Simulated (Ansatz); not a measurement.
# Mg32O31: the cost of one run

All numbers below are computed with Ansatz 0.2 early development (run time, relaxation, PBE, PAW).

### Step 1. The system as given

It holds 32 Mg, 31 O; a = 8.420 Å, b = 8.420 Å, c = 8.420 Å, α = 90.00°, β = 90.00°, γ = 90.00°; 9.48 Å³ an atom; space group P1.

Cell or atoms stand a little off a more symmetric structure (Pm-3m at a tolerance of 0.3 Å), so results at this geometry aren't those of that ideal crystal.

### Step 2. Running it

input.yaml

```yaml
crystal:
  lattice:
    - [8.42, 0, 0]
    - [0, 8.42, 0]
    - [0, 0, 8.42]
  atoms:
    - { symbol: Mg, position: [0.00033744, 0.004453769, 0.99668155] }
    - { symbol: Mg, position: [0.003535786, 0.249076647, 0.249068251] }
    - { symbol: Mg, position: [0.256768617, 0.000561296, 0.249847063] }
    - { symbol: Mg, position: [0.252599163, 0.254014919, 0.999890107] }
    - { symbol: O, position: [0.25209499, 0.996530673, 0.998693146] }
    - { symbol: O, position: [0.998438984, 0.245253148, 0.994625247] }
    - { symbol: O, position: [0.994203399, 0.999149693, 0.249385658] }
    - { symbol: Mg, position: [0.998858654, 0.000246298, 0.495241382] }
    - { symbol: Mg, position: [0.99971687, 0.250848332, 0.752675923] }
    - { symbol: Mg, position: [0.246984955, 0.998575282, 0.742820032] }
    - { symbol: Mg, position: [0.248205524, 0.24217331, 0.494942805] }
    - { symbol: O, position: [0.253924625, 0.242155716, 0.752845232] }
    - { symbol: O, position: [0.251168278, 0.998887153, 0.501636616] }
    - { symbol: O, position: [0.001879316, 0.253724779, 0.499179204] }
    - { symbol: O, position: [0.997889953, 0.997845789, 0.746485362] }
    - { symbol: Mg, position: [0.999839942, 0.497200385, 0.003807344] }
    - { symbol: Mg, position: [0.993339346, 0.746103047, 0.246603892] }
    - { symbol: Mg, position: [0.242543242, 0.506777715, 0.241419219] }
    - { symbol: Mg, position: [0.248990657, 0.748128697, 0.005899952] }
    - { symbol: O, position: [0.24292607, 0.753818884, 0.247394012] }
    - { symbol: O, position: [0.249446943, 0.497609372, 0.002281978] }
    - { symbol: O, position: [0.995946644, 0.749718889, 0.001259199] }
    - { symbol: O, position: [0.006556739, 0.491430124, 0.255433932] }
    - { symbol: Mg, position: [0.00337792, 0.498277002, 0.501086447] }
    - { symbol: Mg, position: [0.998339655, 0.755867204, 0.750746759] }
    - { symbol: Mg, position: [0.249231987, 0.499187428, 0.749287852] }
    - { symbol: Mg, position: [0.249370718, 0.746868231, 0.50733375] }
    - { symbol: O, position: [0.243191237, 0.737152901, 0.749562294] }
    - { symbol: O, position: [0.249477798, 0.501326963, 0.499271358] }
    - { symbol: O, position: [0.999472268, 0.751184129, 0.50345041] }
    - { symbol: O, position: [0.998403883, 0.498671667, 0.756913981] }
    - { symbol: Mg, position: [0.501888455, 0.996488897, 0.008280082] }
    - { symbol: Mg, position: [0.502764515, 0.247901426, 0.245815627] }
    - { symbol: Mg, position: [0.751062892, 0.997034907, 0.246232047] }
    - { symbol: Mg, position: [0.745382419, 0.248196525, 0.003946136] }
    - { symbol: O, position: [0.748455405, 0.244835802, 0.252383028] }
    - { symbol: O, position: [0.750234056, 0.003006717, 0.004281716] }
    - { symbol: O, position: [0.49939878, 0.249483948, 0.999837933] }
    - { symbol: O, position: [0.495957498, 0.002383523, 0.254889112] }
    - { symbol: Mg, position: [0.500619289, 0.999154015, 0.499074015] }
    - { symbol: Mg, position: [0.497218709, 0.247135658, 0.748571849] }
    - { symbol: Mg, position: [0.747000257, 0.998441725, 0.744380248] }
    - { symbol: Mg, position: [0.751247368, 0.250174988, 0.495893637] }
    - { symbol: O, position: [0.741811455, 0.249972264, 0.753933303] }
    - { symbol: O, position: [0.747386355, 0.998279113, 0.497974852] }
    - { symbol: O, position: [0.50232771, 0.246736549, 0.503512454] }
    - { symbol: O, position: [0.498920235, 0.003294695, 0.750116112] }
    - { symbol: Mg, position: [0.499175747, 0.4947332, 0.997551558] }
    - { symbol: Mg, position: [0.499069121, 0.752350411, 0.250872776] }
    - { symbol: Mg, position: [0.747517576, 0.50145985, 0.253517782] }
    - { symbol: Mg, position: [0.749470656, 0.748435769, 0.998597045] }
    - { symbol: O, position: [0.752888278, 0.751918049, 0.246687728] }
    - { symbol: O, position: [0.751335762, 0.498289852, 0.997323495] }
    - { symbol: O, position: [0.504416705, 0.752925659, 0.99741736] }
    - { symbol: O, position: [0.500282662, 0.501786679, 0.2477216] }
    - { symbol: Mg, position: [0.499570894, 0.502375926, 0.493624888] }
    - { symbol: Mg, position: [0.501166968, 0.752632305, 0.751796789] }
    - { symbol: Mg, position: [0.745220103, 0.501135164, 0.746923471] }
    - { symbol: Mg, position: [0.752030877, 0.752154217, 0.500771159] }
    - { symbol: O, position: [0.747273017, 0.747893937, 0.753042955] }
    - { symbol: O, position: [0.74679765, 0.501766507, 0.50182225] }
    - { symbol: O, position: [0.499007321, 0.758531678, 0.500249972] }
    - { symbol: O, position: [0.507647706, 0.492816359, 0.742005946] }
kpoints:
  mp_grid: { grid: [1, 1, 1] }
hamiltonian:
  xc: pbe
  pseudopotentials: { kind: paw }
magnetization:
  spin_polarized: false
scf:
  occupations: { method: fixed }
output:
  forces: true
  stress: false
relax:
  max_steps: 12
```

Command:

```console
$ ansatz run input --backend cpu --threads 16 --events-out ev
```

What time and memory should one allow on 16 threads of Arm Neoverse V2 (Grace), shared host?

About 40 s, with a peak of 3.2 GiB.
